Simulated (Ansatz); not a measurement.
**ZnS (Wurtzite-4H) under changes of volume**

One of the cells (19.805 Å³/atom); the others are scaled copies at fixed shape and fractional positions:

```
CELL_PARAMETERS angstrom
3.82270 0.00000 0.00000
-1.91135 3.31056 0.00000
0.00000 0.00000 12.52000
ATOMIC_POSITIONS crystal
Zn 0.66667 0.33333 0.75000
Zn 0.33333 0.66667 0.25000
Zn 0.00000 0.00000 0.50000
Zn 0.00000 0.00000 0.00000
S 0.66667 0.33333 0.93750
S 0.33333 0.66667 0.43750
S 0.00000 0.00000 0.68750
S 0.00000 0.00000 0.18750
```

| Item | Value |
| --- | --- |
| Program | Ansatz 0.2.0 |
| Functional | revPBE |
| Dispersion | D3(BJ) |
| Potentials or basis | Ansatz PAW |
| Cutoff | 420 eV (not typed: the program's choice for these potentials) |
| k mesh | 8 × 8 × 3 |
| Occupations | fermi-dirac, width 0.05 eV |
| Spin | no spin polarisation |

| volume (Å³/atom) | energy over the lowest point (meV/atom) | pressure (GPa) | gap on the mesh (eV) | largest force (eV/Å) |
| --- | --- | --- | --- | --- |
| 18.617 | 3.74 | 2.4 | 2.53 | 0.069 |
| 19.013 | 0.00 | 0.6 | 2.43 | 0.063 |
| 19.409 | 0.41 | -0.9 | 2.34 | 0.057 |
| 19.805 | 4.55 | -2.4 | 2.25 | 0.051 |
| 20.202 | ? | ? | ? | ? |
| 20.598 | 22.42 | -4.8 | 2.08 | 0.041 |
| 20.994 | 35.49 | -5.8 | 2.00 | 0.037 |

What does the run at 20.202 Å³/atom give?

Energy over the lowest point 12.00 meV/atom; pressure -3.6 GPa; gap on the mesh 2.17 eV; largest force 0.046 eV/Å.

Worked out: A Birch-Murnaghan fit of order 3 (a polynomial in V^(-2/3)) to the other rows has its minimum at 19.17 Å³/atom with B0 = V·E''(V) = 78 GPa and B' = 4.5 at fixed shape and positions, which overstates the stiffness. It gives 12.01 meV/atom at 20.202 Å³/atom, against the run's 12.00, and -dE/dV = -3.6 GPa, against -3.6. A straight line through the other rows of the gap, of slope -4.4 eV per unit of ln V (its deformation potential), gives 2.17 eV, against the run's 2.17.

Energies are extrapolated to zero smearing.

Caveats: odd divisions of the mesh miss points on the zone boundary, where band edges often lie, so the gap on the mesh can be too wide; the PAW data sets come from PBE, with cores solved anew for the run's functional, which leaves a small shift of forces and pressure.

A mesh can miss the band edges.
